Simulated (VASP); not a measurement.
Set up this calculation in VASP 6.6.1, as the native input.

```
Task                   : single point
Functional             : PBEsol
Potentials or basis    : VASP PAW PBE potentials, release 64 (C, O)
Cutoff                 : 520 eV
k mesh                 : 2 × 2 × 1
Occupations            : fermi-dirac, width 0.05 eV
Spin                   : collinear spin, zero start
Starting moments       : [0.0, 0.0, 0.0, 0.0, 0.0, 0.0, 0.0, 0.0, 0.0, 0.0, 0.0, 0.0, 0.0, 0.0, 0.0, 0.0, 0.0, 0.0, 0.0] μB
Dipole correction      : no
Further INCAR settings : LREAL = Auto; ALGO = Normal; EDIFF = 1e-06; NBANDS = 58
```

The structure of C18O lies in POSCAR:

```
C18O
1.0
    7.3980000000      0.0000000000      0.0000000000
   -3.6990000000      6.4068560000      0.0000000000
    0.0000000000      0.0000000000     11.0000000000
C O
18 1
Direct
   -0.0080272159      0.0011394044      0.0852818182
    0.2305108626      0.1194969889      0.0940363636
    0.0114067532      0.3438191837      0.0913181818
    0.2197318111      0.4493311540      0.0858000000
    0.0151146622      0.6699697949      0.0868545455
    0.2293755579      0.7803515484      0.0822363636
    0.3313286909      0.0029655731      0.0855000000
    0.5411233586      0.1137687502      0.0872454545
    0.3324826167      0.3367954579      0.0897454545
    0.5559400383      0.4462407146      0.0805909091
    0.3302628540      0.6717179222      0.0805818182
    0.5510755220      0.7711426634      0.1233909091
    0.6577714327      0.0171378910      0.1175363636
    0.9007353672      0.1313436731      0.0974818182
    0.6591161966      0.3271807576      0.0618090909
    0.8889139603      0.4401690939      0.0804727273
    0.6760482486      0.6651000116      0.0915545455
    0.8821649842      0.7598422690      0.0884636364
    0.6049869301      0.8786681018      0.2360909091
```

The cell was built by a generator and needn't be a form met in nature.

These files were run (other wordings do the same):

INCAR

```
  PREC = Accurate
  ENCUT = 520
  EDIFF = 1E-6
  ISMEAR = -1
  SIGMA = 0.05
  LREAL = Auto
  LASPH = T
  NELM = 150
  ALGO = Normal
  ISIF = 2
  LWAVE = F
  LCHARG = F
  ISPIN = 2
  MAGMOM = 0 0 0 0 0 0 0 0 0 0 0 0 0 0 0 0 0 0 0
  LORBIT = 11
  GGA = PS
  NBANDS = 58
```

KPOINTS

```
Automatic mesh
0
Gamma
  2 2 1
```

Potentials or basis: VASP PAW PBE potentials, release 64 (C, O).

Command:

```console
$ cat potpaw_PBE.64/C/POTCAR potpaw_PBE.64/O/POTCAR > POTCAR
$ mpirun -np 1 vasp_std > vasp.out
```

Results of the run:

```
Largest force                                         : 6.213 eV/Å
Band gap on the k mesh                                : 0.40 eV, direct
Net moment                                            : 0.00 μB per cell
Valence electrons inside the program's atomic spheres : C 2.48, 2.61, 2.79, 2.70, 2.63, 2.75, 2.73, 2.64, 2.67, 2.50, 2.47, 2.59, 2.60, 2.57, 2.69; O 4.97
```

Caveat: the k mesh is coarse (spacing up to 0.49 Å⁻¹), so the values aren't converged; the PAW data sets were made with another functional, which shifts forces and pressure a little.

It took 4.7 min on 1 thread of Intel(R) Xeon(R) 6975P-C (Granite Rapids), with other jobs on the host, peak memory 0.79 GiB.
